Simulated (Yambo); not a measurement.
# MgO (P-6m2) in Yambo: notebook, part 2 of 3

Yambo 5.3.0. The steps go on from the part before.

## (4) Optical spectrum, PBEsol

optics2.in

```
optics
chi
tddft
Chimod= "ALDA"
% BndsRnXd
 1 | 33 |
%
NGsBlkXd= 3 Ry
% LongDrXd
 0 | 1 | 0 |
%
% QpntsRXd
 1 | 1 |
%
% EnRngeXd
 0 | 30 | eV
%
% DmRngeXd
 0.3 | 0.3 | eV
%
ETStpsXd= 200
FxcGRLc= 3 Ry
VXCRLvcs= 3 Ry
```

scf.in

```
&CONTROL
  calculation = 'scf'
  prefix = 'pwscf'
  outdir = './tmp'
  pseudo_dir = './pseudo'
/
&SYSTEM
  ibrav = 0
  nat = 2
  ntyp = 2
  ecutwfc = 84
  nbnd = 14
  occupations = 'smearing'
  smearing = 'fd'
  degauss = 0.00367493
  force_symmorphic = .true.
/
&ELECTRONS
  conv_thr = 4d-10
  electron_maxstep = 120
  mixing_beta = 0.5
/
ATOMIC_SPECIES
Mg    24.3050 Mg.upf
O     15.9990 O.upf
CELL_PARAMETERS angstrom
   2.9380209034    0.0000000000    0.0000000000
  -1.4690104517    2.5444007392    0.0000000000
   0.0000000000    0.0000000000    2.6796800000
ATOMIC_POSITIONS crystal
Mg     0.0000000000    0.0000000000    0.0000000000
O      0.3333333333    0.6666666667    0.5000000000
K_POINTS automatic
18 18 18 0 0 0
```

nscf.in

```
&CONTROL
  calculation = 'nscf'
  prefix = 'pwscf'
  outdir = './tmp'
  pseudo_dir = './pseudo'
/
&SYSTEM
  ibrav = 0
  nat = 2
  ntyp = 2
  ecutwfc = 84
  nbnd = 33
  occupations = 'fixed'
  force_symmorphic = .true.
/
&ELECTRONS
  conv_thr = 1d-08
  diago_full_acc = .true.
  diago_thr_init = 1d-06
/
ATOMIC_SPECIES
Mg    24.3050 Mg.upf
O     15.9990 O.upf
CELL_PARAMETERS angstrom
   2.9380209034    0.0000000000    0.0000000000
  -1.4690104517    2.5444007392    0.0000000000
   0.0000000000    0.0000000000    2.6796800000
ATOMIC_POSITIONS crystal
Mg     0.0000000000    0.0000000000    0.0000000000
O      0.3333333333    0.6666666667    0.5000000000
K_POINTS automatic
18 18 18 0 0 0
```

Potentials or basis: PseudoDojo 0.4.1 SR PBEsol standard.

Started as:

```sh
OMP_NUM_THREADS=1 pw.x -in scf.in > scf.out
OMP_NUM_THREADS=1 pw.x -in nscf.in > nscf.out
cd tmp/pwscf.save; p2y; mv SAVE ../..; cd ../..
OMP_NUM_THREADS=1 yambo
OMP_NUM_THREADS=1 yambo -F optics2.in -J optics2 -C optics2_out
```

Yambo's report:

```text
[... sections 02.01 to 02.04 as in the set-up run ...]

  [02.05] Energies & Occupations
  ==============================

  [X] === General ===
  [X] Electronic Temperature                        :  0.000000  0.000000 [eV K]
  [X] Bosonic    Temperature                        :  0.000000  0.000000 [eV K]
  [X] Finite Temperature mode                       : no
  [X] El. density                                   :  0.79872E+24 [cm-3]
  [X] Fermi Level                                   :  7.733111 [eV]

  [X] === Gaps and Widths ===
  [X] Conduction Band Min                           :  2.942962 [eV]
  [X] Valence Band Max                              :  0.000000 [eV]
  [X] Filled Bands                                  :   8
  [X] Empty Bands                                   :    9   33
  [X] Direct Gap                                    :  3.350784 [eV]
  [X] Direct Gap localized at k                     :  1
  [X] Indirect Gap                                  :  2.942962 [eV]
  [X] Indirect Gap between kpts                     :   361     1
  [X] Last valence band width                       :  2.762533 [eV]
  [X] 1st conduction band width                     :  5.680287 [eV]

[... 67 lines left out ...]

  [WF-Oscillators/G space/Transverse up loader] Normalization (few states)  min/max  :  0.20249E-16   1.0000

  [WR./optics2//ndb.dipoles]------------------------------------------------------
   Brillouin Zone Q/K grids (IBZ/BZ)                :    370   5832    370   5832
   RL vectors                                       :  2327 [WF]
   Fragmentation                                    : yes
   Electronic Temperature                           :  0.000000 [K]
   Bosonic    Temperature                           :  0.000000 [K]
   DIP band range                                   :    1   33
   DIP band range limits                            :   8   9
   DIP e/h energy range                             : -1.000000 -1.000000 [eV]
   RL vectors in the sum                            :  2327
   [r,Vnl] included                                 : yes
   Bands ordered                                    : yes
   Direct v evaluation                              : no
   Approach used                                    : G-space v
   Dipoles computed                                 : R V P [G-space]
   Wavefunctions                                    : Perdew, Burke & Ernzerhof SOL(X)+Perdew, Burke & Ernzerhof SOL(C)

  [WARNING] [r,Vnl^pseudo] included in position and velocity dipoles.

  [WARNING] In case H contains other non local terms, these are neglected

 [05] Optics
 ===========

 [xc] Functional : Perdew, Burke & Ernzerhof SOL(X)+Perdew, Burke & Ernzerhof SOL(C)
 [xc] LIBXC used to calculate xc functional
  PP Number of Atomic Species                      :  2
  NLCC RL compoments                               :  14021
 [X-CG] R(p) Tot o/o(of R):    60870  1166400      100
```

o-optics2.eel_q1_inv_alda_dyson:

```text
# Electron Energy Loss @ Q(1):   0.00000000      1.00000000      0.00000000    [q->0 direction]
#
# [ X ] Hartree size                              :  21
# [GEN] GF Energies                               : Perdew, Burke & Ernzerhof SOL(X)+Perdew, Burke & Ernzerhof SOL(C)
# [GEN] Green`s Function                          : T-ordered
#
# [GEN] Gauge                                     : Length
# [GEN] [r,Vnl] included                          : yes
#
#    E[1] [eV]          Im(eel)            Re(eel)            Im(eel_o)          Re(eel_o)
#
        0.000000           0.006844          -0.291192           0.006696          -0.281200
        0.150754           0.006851          -0.291120           0.006703          -0.281131
        0.301508           0.006872          -0.290905           0.006722          -0.280926
        0.452261           0.006908          -0.290544           0.006755          -0.280583
        0.603015           0.006959          -0.290036           0.006802          -0.280100
        0.753769           0.007026          -0.289379           0.006864          -0.279475
[... 192 lines left out ...]
        29.84925           0.420721          -1.358944           0.395585          -1.368355
        30.00000           0.416244          -1.342682           0.396380          -1.348096
#
```

It took 3.3 min on 1 thread of Intel Xeon Platinum 8488C (Sapphire Rapids), shared host; peak memory 1.5 GiB.

Results:

```
Band gap on the k mesh, mean-field level                              : 2.94 eV, indirect (least direct gap 3.35 eV)
Absorption peak                                                       : 11.91 eV
Electronic dielectric constant along the field                        : 3.43
Electronic dielectric constant along the field, independent particles : 3.55
Peak of the energy-loss function                                      : 21.3 eV
```

Dielectric function (along the field direction of the input):
```
energy (eV)  real part  imaginary part
       0.30       3.44            0.08
       0.90       3.46            0.09
       1.51       3.52            0.09
       2.26       3.66            0.12
       2.86       3.84            0.17
       3.62       4.23            0.48
       4.22       4.25            0.96
       4.97       4.13            1.37
       5.58       4.06            1.55
       6.33       4.04            1.90
       6.93       4.03            2.31
       7.69       3.48            3.59
       8.29       1.76            3.09
       9.05       2.21            2.16
       9.65       2.09            2.94
      10.40       1.95            1.97
      11.01       2.82            2.31
      11.76       2.00            4.25
      12.36      -0.10            3.76
      13.12      -0.22            1.80
      13.72       0.54            1.29
      14.47       0.94            1.71
      15.08       0.64            1.79
      15.83       0.80            1.59
      16.43       0.76            1.84
      17.19       0.27            1.91
      17.79       0.03            1.59
      18.54       0.10            1.27
      19.15       0.04            1.20
      19.90      -0.03            0.90
```

Energy-loss function:
```csv
energy (eV),loss
0.0,0.007
1.4,0.007
2.6,0.010
3.9,0.040
5.3,0.078
6.5,0.100
7.8,0.161
9.2,0.206
10.4,0.256
11.8,0.193
13.1,0.549
14.3,0.463
15.7,0.523
16.9,0.478
18.2,0.748
19.6,0.952
20.8,1.447
22.2,1.325
23.5,1.214
24.7,1.090
26.1,0.866
27.4,0.697
28.6,0.602
30.0,0.416
```

Caveat: the LDA kernel is used on GGA states, which is inconsistent by a few percent; these spectra lack excitons. As with any semilocal functional, this PBEsol gap is likely too small.

## (5) Optical spectrum, PBEsol

optics3.in

```
optics
chi
Chimod= "IP"
% BndsRnXd
 1 | 33 |
%
% LongDrXd
 0 | 1 | 0 |
%
% QpntsRXd
 1 | 1 |
%
% EnRngeXd
 0 | 10 | eV
%
% DmRngeXd
 0.1 | 0.1 | eV
%
ETStpsXd= 300
```

scf.in is that of step 4.

nscf.in is that of step 4.

Potentials or basis: PseudoDojo 0.4.1 SR PBEsol standard.

Started as:

```sh
OMP_NUM_THREADS=1 pw.x -in scf.in > scf.out
OMP_NUM_THREADS=1 pw.x -in nscf.in > nscf.out
cd tmp/pwscf.save; p2y; mv SAVE ../..; cd ../..
OMP_NUM_THREADS=1 yambo
OMP_NUM_THREADS=1 yambo -F optics3.in -J optics3 -C optics3_out
```

Yambo's report:

```text
[... sections 02.01 to 02.04 as in the set-up run ...]

  [02.05] Energies & Occupations
  ==============================

  [X] === General ===
  [X] Electronic Temperature                        :  0.000000  0.000000 [eV K]
  [X] Bosonic    Temperature                        :  0.000000  0.000000 [eV K]
  [X] Finite Temperature mode                       : no
  [X] El. density                                   :  0.79872E+24 [cm-3]
  [X] Fermi Level                                   :  7.733111 [eV]

  [X] === Gaps and Widths ===
  [X] Conduction Band Min                           :  2.942962 [eV]
  [X] Valence Band Max                              :  0.000000 [eV]
  [X] Filled Bands                                  :   8
  [X] Empty Bands                                   :    9   33
  [X] Direct Gap                                    :  3.350784 [eV]
  [X] Direct Gap localized at k                     :  1
  [X] Indirect Gap                                  :  2.942962 [eV]
  [X] Indirect Gap between kpts                     :   361     1
  [X] Last valence band width                       :  2.762533 [eV]
  [X] 1st conduction band width                     :  5.680287 [eV]

 [03] Transferred momenta grid and indexing
 ==========================================

 IBZ Q-points                                      :   370
 BZ  Q-points                                      :   5832

 K/Q-points units:
 rlu = crystal or reduced units; cc = cartesian coordinates; iku = interal k-units

 Q [  1]        [rlu]:  0.000000  0.000000  0.000000
 Q [  2]        [rlu]:  0.000000  0.000000  0.055556
 Q [  3]        [rlu]:  0.000000  0.000000  0.111111
 Q [  4]        [rlu]:  0.000000  0.000000  0.166667
 Q [  5]        [rlu]:  0.000000  0.000000  0.222222
 Q [  6]        [rlu]:  0.000000  0.000000  0.277778
[... 42 lines left out ...]
 Q [ 49]        [rlu]: -0.51541E-17  0.22222      0.44444
 Q [ 50]        [rlu]: -0.51541E-17  0.22222     -0.50000

 Remaining 320 points informations can be written running with -fatlog

 [04] Dipoles
 ============

  [04.01] Setup: observables and procedures
  =========================================

  [WF-Oscillators/G space/Transverse up loader] Normalization (few states)  min/max  :  0.20249E-16   1.0000

  [WR./optics3//ndb.dipoles]------------------------------------------------------
   Brillouin Zone Q/K grids (IBZ/BZ)                :    370   5832    370   5832
   RL vectors                                       :  2327 [WF]
   Fragmentation                                    : yes
   Electronic Temperature                           :  0.000000 [K]
   Bosonic    Temperature                           :  0.000000 [K]
   DIP band range                                   :    1   33
   DIP band range limits                            :   8   9
   DIP e/h energy range                             : -1.000000 -1.000000 [eV]
   RL vectors in the sum                            :  2327
   [r,Vnl] included                                 : yes
   Bands ordered                                    : yes
   Direct v evaluation                              : no
   Approach used                                    : G-space v
   Dipoles computed                                 : R V P [G-space]
   Wavefunctions                                    : Perdew, Burke & Ernzerhof SOL(X)+Perdew, Burke & Ernzerhof SOL(C)

  [WARNING] [r,Vnl^pseudo] included in position and velocity dipoles.

  [WARNING] In case H contains other non local terms, these are neglected

 [05] Optics
 ===========

 [X-CG] R(p) Tot o/o(of R):    60870  1166400      100
```

o-optics3.eps_q1_ip:

```text
# Absorption @ Q(1):   0.00000000      1.00000000      0.00000000    [q->0 direction]
#
# [ X ] Hartree size                              :  1
# [GEN] GF Energies                               : Perdew, Burke & Ernzerhof SOL(X)+Perdew, Burke & Ernzerhof SOL(C)
# [GEN] Green`s Function                          : T-ordered
#
# [GEN] Gauge                                     : Length
# [GEN] [r,Vnl] included                          : yes
#
#    E[1] [eV]          Im(eps)            Re(eps)
#
        0.000000           0.028260           3.557238
        0.033445           0.028262           3.557281
        0.066890           0.028268           3.557410
        0.100334           0.028278           3.557624
        0.133779           0.028293           3.557924
        0.167224           0.028311           3.558310
[... 292 lines left out ...]
        9.966555           2.424872           0.951363
        10.00000           2.352243           1.052724
#
```

Wall time 2.8 min (1 thread of Intel Xeon Platinum 8488C (Sapphire Rapids), shared host); peak memory 0.43 GiB.

What came out:

- Band gap on the k mesh, mean-field level: 2.94 eV, indirect (least direct gap 3.35 eV)
- Absorption peak: 7.93 eV
- Electronic dielectric constant along the field: 3.56

Dielectric function (along the field direction of the input):
```csv
energy (eV),real part,imaginary part
0.27,3.56,0.03
0.50,3.57,0.03
0.74,3.58,0.03
1.00,3.60,0.03
1.24,3.62,0.03
1.51,3.65,0.03
1.74,3.68,0.04
2.01,3.73,0.04
2.24,3.78,0.04
2.51,3.86,0.05
2.74,3.94,0.05
3.01,4.06,0.07
3.24,4.21,0.10
3.51,4.47,0.23
3.75,4.65,0.57
3.98,4.51,0.93
4.25,4.56,1.00
4.48,4.25,1.14
4.75,4.59,1.04
4.98,4.36,1.56
5.25,4.37,1.40
5.48,4.22,1.29
5.75,4.46,1.75
5.99,4.29,1.68
6.25,4.47,1.61
6.49,4.37,2.14
6.76,4.40,2.27
6.99,4.66,2.02
7.22,4.75,2.99
7.49,4.75,3.31
7.73,4.38,4.42
7.99,2.35,5.13
8.23,1.19,3.85
8.49,1.73,2.48
8.73,2.43,2.48
9.00,2.27,2.09
9.23,3.33,2.11
9.50,3.60,4.36
9.73,1.14,4.33
10.00,1.05,2.35
```

Caveat: independent-particle spectra lack excitons.

(Continued in part 3 of 3.)
